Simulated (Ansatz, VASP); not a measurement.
# AlN: VASP beside Ansatz

```
CELL_PARAMETERS angstrom
3.11100 0.00000 0.00000
-1.55550 2.69421 0.00000
0.00000 0.00000 4.97800
ATOMIC_POSITIONS crystal
Al 0.33890 0.67780 0.00000
Al 0.66110 0.32220 0.50000
N 0.32837 0.65674 0.38500
N 0.67163 0.34326 0.88500
```

Change from the starting cell: mode 4 (239.4 1/cm) frozen in, largest displacement -0.030 Å.

Alike in both runs: task single point; functional PBE; k mesh 12 × 12 × 6; occupations gaussian, width 0.05 eV; no spin polarisation.

|  | VASP | Ansatz |
| --- | --- | --- |
| version | VASP 6.6.1 | Ansatz 0.2.0 |
| potentials or method | VASP PAW PBE potentials, release 64 (Al, N) | scalar-relativistic, plane waves, PAW |
| plane-wave cutoff (eV) | 520 | 420 |
| valence electrons in the cell | 16 | 16 |

```tsv
	VASP	Ansatz	Ansatz less VASP
gap on the k mesh at the Fermi level (eV)	4.15	4.14	-0.011
least direct gap on the mesh (eV)	4.15	4.14	-0.011
pressure (GPa)	3.8	4.0	+0.26
largest component of the traceless stress (GPa)	1.17	1.21	+0.041
rms of the force components (eV/Å)	0.133	0.133	-0.0008
```

Atom by atom the forces differ by 0.001 eV/Å (rms over components).

A k mesh can miss the band edges.
